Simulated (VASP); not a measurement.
# WS2 (R3m) in VASP: notebook

Runs on WS2. Level: r2SCAN. Tasks: single point.

All numbers are computed with VASP 6.6.1; they aren't measurements. Logs are shortened: lines on timing, memory, paths and dates and some standing lists are left out, and cuts for length are marked.

### 1 Starting point

The structure is trigonal, space group R3m (No. 160). The conventional cell has a = 3.158 Å, b = 3.158 Å, c = 18.490 Å, α = 90.00°, β = 90.00°, γ = 120.00°. Around W (site symmetry 3m) lie 6 S at 2.39 to 2.42 Å. Around S (site symmetry 3m) lie 3 W at 2.42 Å. Around S (site symmetry 3m) lie 3 W at 2.39 Å.

Measurements of this composition are mostly on another form, of space group No. 194.

### 2 Single point, r2SCAN

INCAR

```
  ADDGRID = F
  ALGO = Normal
  EDIFF = 1E-6
  ENCUT = 400
  ISIF = 2
  ISMEAR = 0
  LASPH = T
  LCHARG = F
  LMIXTAU = T
  LREAL = F
  LWAVE = F
  METAGGA = R2SCAN
  NELM = 100
  PREC = Accurate
  SIGMA = 0.05
```

KPOINTS

```
k-points
0
Gamma
  4 4 4
```

POSCAR

```
WS2
1.0
    1.5790000000      0.9116360751      6.1633333333
   -1.5790000000      0.9116360751      6.1633333333
    0.0000000000     -1.8232721501      6.1633333333
W S
1 2
Direct
    0.0000000000      0.0000000000      0.0000000000
    0.5810000000      0.5810000000      0.5810000000
    0.7503000000      0.7503000000      0.7503000000
```

Potentials or basis: VASP PAW PBE potentials, release 64 (W_sv, S).

Launch:

```console
$ cat potpaw_PBE.64/W_sv/POTCAR potpaw_PBE.64/S/POTCAR > POTCAR
$ mpirun -np 1 vasp_std > vasp.out
```

OUTCAR:

```text
EDIFF = 1E-6
   ENCUT = 400
   ISIF = 2
   ISMEAR = 0
   LASPH = T
   LREAL = F
   METAGGA = R2SCAN
   NELM = 100
   PREC = Accurate

 Found     13 irreducible k-points:

 Following reciprocal coordinates:
            Coordinates               Weight
  0.000000  0.000000  0.000000      1.000000
  0.250000  0.000000  0.000000      6.000000
  0.500000  0.000000  0.000000      3.000000
  0.250000  0.250000  0.000000      6.000000
  0.500000  0.250000  0.000000     12.000000
 -0.250000  0.250000  0.000000      6.000000
   k-points           NKPTS =     13   k-points in BZ     NKDIM =     13   number of bands    NBANDS=     17
   number of dos      NEDOS =    301   number of ions     NIONS =      3
   total plane-waves  NPLWV =  74088
   dimension x,y,z NGX =    42 NGY =   42 NGZ =   42
   dimension x,y,z NGXF=    84 NGYF=   84 NGZF=   84
   ions per type =               1   2
   NGX,Y,Z   is equivalent  to a cutoff of  10.86, 10.86, 10.86 a.u.
   NGXF,Y,Z  is equivalent  to a cutoff of  21.73, 21.73, 21.73 a.u.
 SYSTEM =  unknown system
   PREC   = accura    normal or accurate (medium, high low for compatibility)
   ISTART =      0    job   : 0-new  1-cont  2-samecut
   ICHARG =      2    charge: 1-file 2-atom 10-const
   ISPIN  =      1    spin polarized calculation?
   LNONCOLLINEAR =      F non collinear calculations
   LSORBIT =      F    spin-orbit coupling
   LASPH  =      T    aspherical Exc in radial PAW
   ENCUT  =  400.0 eV  29.40 Ry    5.42 a.u.  10.48 10.48 10.48*2*pi/ulx,y,z
   NELM   =    100;   NELMIN=  2; NELMDL= -5     # of ELM steps
   EDIFF  = 0.1E-05   stopping-criterion for ELM
   LREAL  =      F    real-space projection
   EDIFFG = 0.1E-04   stopping-criterion for IOM
   NSW    =      0    number of steps for IOM
   IBRION =     -1    ionic relax: 0-MD 1-quasi-New 2-CG
   NFREE  =      0    steps in history (QN), initial steepest desc. (CG)
   ISIF   =      2    stress and relaxation
   ISYM   =      2    0-nonsym 1-usesym 2-fastsym
   POTIM  = 0.5000    time-step for ionic-motion
   TEBEG  =    0.0;   TEEND  =   0.0 temperature during run
   PSTRESS=    0.0 pullay stress
   NELECT =      26.0000    total number of electrons
   NUPDOWN=      -1.0000    fix difference up-down
   EMIN   =  10.00;   EMAX   =-10.00  energy-range for DOS
   EFERMI =   0.00;   METHOD = LEGACY
   ISMEAR =     0;   SIGMA  =   0.05  broadening in eV -4-tet -1-fermi 0-gaus
   EFERMI_NEDOS =   21; number of points for ismear=-14 and -15
   IALGO  =     38    algorithm
   IMIX   =      4    mixing-type and parameters
     AMIX     =   0.40;   BMIX     =  1.00
     AMIX_MAG =   1.60;   BMIX_MAG =  1.00
  volume/ion in A,a.u.               =      17.74       119.74
  Fermi-wavevector in a.u.,A,eV,Ry     =   1.289266  2.436359 22.615687  1.662206
  Thomas-Fermi vector in A             =   2.421169
   LORBIT       =      0    0 simple, 1 ext, 2 COOP (PROOUT), +10 PAW based schemes
   METAGGA = R2SCAN    functional components
   LHFCALC =     F    Hartree Fock is set to
   AEXX    =    0.0000 exact exchange contribution
   IVDW    =     0    specifies the selected vdW correction
   LEPSILON=     F    determine dielectric tensor
   LRPA    =     F    only Hartree local field effects (RPA)
 non-spin polarized calculation
 Gauss-broadening in eV      SIGMA  =   0.05
  energy-cutoff  :      400.00
  volume of cell :       53.23
 maximum number of plane-waves:       977
 NGX is ok and might be reduce to    42
   NGX = 21   NGY = 21   NGZ = 21

 number of electron      26.0000002 magnetization

 Free energy of the ion-electron system (eV)
  ---------------------------------------------------
  ext. energy  EPLUGINS =         0.00000000
  ---------------------------------------------------
  free energy    TOTEN  =       -70.09873866 eV

  energy without entropy =      -70.09873866  energy(sigma->0) =      -70.09873866

 E-fermi :   7.7823     XC(G=0): -11.6655

 val. band max:        7.3824233491   @ k =   0.5000   0.5000   0.5000
 cond. band min:       8.8762800451   @ k =   0.2500   0.0000   0.0000
 fundamental gap:      1.4938566961
 Fermi energy:         7.7822902455

 k-point     1 :       0.0000    0.0000    0.0000
  band No.  band energies     occupation
      1     -69.2292      2.00000
      2     -32.8386      2.00000
      3     -32.6570      2.00000
      4     -32.6570      2.00000
      5      -9.0339      2.00000
      6      -6.9686      2.00000
      7      -0.6176      2.00000
      8       3.6567      2.00000
      9       3.6567      2.00000
     10       4.9408      2.00000
     11       4.9408      2.00000
     12       5.6595      2.00000
     13       6.1452      2.00000
     14       9.7158      0.00000
     15       9.7158      0.00000
     16      10.0443      0.00000
     17      10.0443      0.00000

 k-point     2 :       0.2500    0.0000    0.0000
  band No.  band energies     occupation
      1     -69.2185      2.00000
      2     -32.8529      2.00000
      3     -32.8019      2.00000
      4     -32.7026      2.00000
      5      -8.0266      2.00000
      6      -6.6829      2.00000
      7       0.4312      2.00000
      8       1.8793      2.00000
      9       2.8029      2.00000
     10       3.7752      2.00000
     11       4.5806      2.00000
     12       5.2948      2.00000
     13       5.7125      2.00000
     14       8.8763      0.00000
     15       9.5143      0.00000
     16      10.4940      0.00000
     17      10.9505      0.00000

 k-point     3 :       0.5000    0.0000    0.0000
  band No.  band energies     occupation
      1     -69.2078      2.00000
      2     -33.0426      2.00000
      3     -32.7649      2.00000
      4     -32.7478      2.00000
      5      -6.6965      2.00000
      6      -6.3316      2.00000
      7      -0.2809      2.00000
      8       1.2401      2.00000
      9       1.8231      2.00000
     10       2.9993      2.00000
     11       4.6113      2.00000
     12       5.3918      2.00000
     13       5.5717      2.00000
     14       9.8280      0.00000
     15      10.1345      0.00000
     16      11.3181      0.00000
     17      11.4461      0.00000

 k-point     4 :       0.2500    0.2500    0.0000
  band No.  band energies     occupation
      1     -69.2185      2.00000
      2     -32.8529      2.00000
      3     -32.8019      2.00000
      4     -32.7026      2.00000
      5      -7.9907      2.00000
      6      -6.7423      2.00000
      7       0.5665      2.00000
      8       1.9155      2.00000
      9       2.7256      2.00000
     10       3.8223      2.00000
     11       4.5336      2.00000
     12       4.9728      2.00000
     13       5.8339      2.00000
     14       9.0370      0.00000
     15       9.3617      0.00000
     16      10.4739      0.00000
     17      11.1323      0.00000

 k-point     5 :       0.5000    0.2500    0.0000
  band No.  band energies     occupation
      1     -69.2078      2.00000
      2     -32.9717      2.00000
      3     -32.8215      2.00000
      4     -32.7649      2.00000
      5      -6.6943      2.00000
      6      -6.3479      2.00000
      7       0.6045      2.00000
      8       1.0824      2.00000
      9       2.1441      2.00000
     10       2.9348      2.00000
     11       3.1853      2.00000
     12       4.5316      2.00000
     13       6.0499      2.00000
     14       9.2436      0.00000
     15      10.2183      0.00000
     16      10.4925      0.00000
     17      12.2356      0.00000

 k-point     6 :      -0.2500    0.2500    0.0000
  band No.  band energies     occupation
      1     -69.2078      2.00000
      2     -32.9717      2.00000
      3     -32.8215      2.00000
      4     -32.7650      2.00000
      5      -6.7428      2.00000
      6      -6.2916      2.00000
      7       0.5239      2.00000
      8       1.0808      2.00000
      9       2.1083      2.00000
     10       3.1154      2.00000
     11       3.1629      2.00000
     12       4.5963      2.00000
     13       6.0699      2.00000
     14       8.9483      0.00000
     15      10.2291      0.00000
     16      10.3774      0.00000
     17      12.3400      0.00000

 [... further k-points ...]
[... 5 lines left out ...]
  --------------------------------------------------------------------------------------
  -------------------------------------------------------------------------------------
  Total        0.9299672      0.9299672      0.4795524      0.0000000      0.0000000      0.0000000
  in kB       27.9903090     27.9903090     14.4336468      0.0000000      0.0000000      0.0000000
  external PRESSURE =      23.4714216 kB  Pullay stress =       0.0000000 kB

 VOLUME and BASIS-vectors are now :
 -----------------------------------------------------------------------------
  energy-cutoff  :      400.00
  volume of cell :       53.23
      direct lattice vectors                 reciprocal lattice vectors
     1.579000000  0.911636075  6.163333333     0.316656111  0.182821491  0.054083288
    -1.579000000  0.911636075  6.163333333    -0.316656111  0.182821491  0.054083288
     0.000000000 -1.823272150  6.163333333     0.000000000 -0.365642982  0.054083288

 POSITION                                       TOTAL-FORCE (eV/Angst)
 -----------------------------------------------------------------------------------
      0.00000      0.00000      0.00000         0.000000     -0.000000     -0.610023
      0.00000      0.00000     10.74269         0.000000      0.000000      0.402808
      0.00000      0.00000     13.87305         0.000000      0.000000      0.207215
 -----------------------------------------------------------------------------------
    total drift:                                0.000000     -0.000000     -0.000066

  FREE ENERGIE OF THE ION-ELECTRON SYSTEM (eV)
  ---------------------------------------------------
  free  energy   TOTEN  =       -70.0987386592 eV

  energy  without entropy=      -70.0987386592  energy(sigma->0) =      -70.09873866
```

Run time: 91 s. Hardware: 1 thread of Intel Xeon Platinum 8488C (Sapphire Rapids), shared host; peak memory 0.27 GiB.

These settings aren't checked as converged: the numbers below hold their error.

What came out:

```
Free energy            : -70.0987 eV
Pressure               : 2.3 GPa
Largest force          : 0.610 eV/Å
Band gap on the k mesh : 1.49 eV, indirect (least direct gap 2.44 eV)
```

Caveat: the k mesh is coarse (spacing up to 0.58 Å⁻¹), so the values aren't converged; the PAW data sets were made with another functional, which shifts forces and pressure a little; spin-orbit coupling is left out, which moves the levels of the heavy elements.

### 3 Single point, r2SCAN

INCAR: that of step 2 with these lines changed.

```diff
@@ -3,3 +3,3 @@
   EDIFF = 1E-6
-  ENCUT = 400
+  ENCUT = 200
   ISIF = 2
```

KPOINTS

```
k-points
0
Gamma
  6 6 6
```

POSCAR is that of step 2.

Potentials or basis: VASP PAW PBE potentials, release 64 (W_sv, S).

Launch:

```console
$ cat potpaw_PBE.64/W_sv/POTCAR potpaw_PBE.64/S/POTCAR > POTCAR
$ mpirun -np 1 vasp_std > vasp.out
```

Wall time 77 s (1 thread of Intel Xeon Platinum 8488C (Sapphire Rapids), shared host); peak memory 0.16 GiB.

The run converged, but a check on its numbers failed (symmetry, net force, bounds or a known fault of this set-up), so they aren't taken as properties of the crystal.

Caveat: the cutoff lies under the usual one of these potentials, so the numbers hold a large basis-set error; the PAW data sets were made with another functional, which shifts forces and pressure a little; spin-orbit coupling is left out, which moves the levels of the heavy elements.

(Part 1 of 3 ends here.)
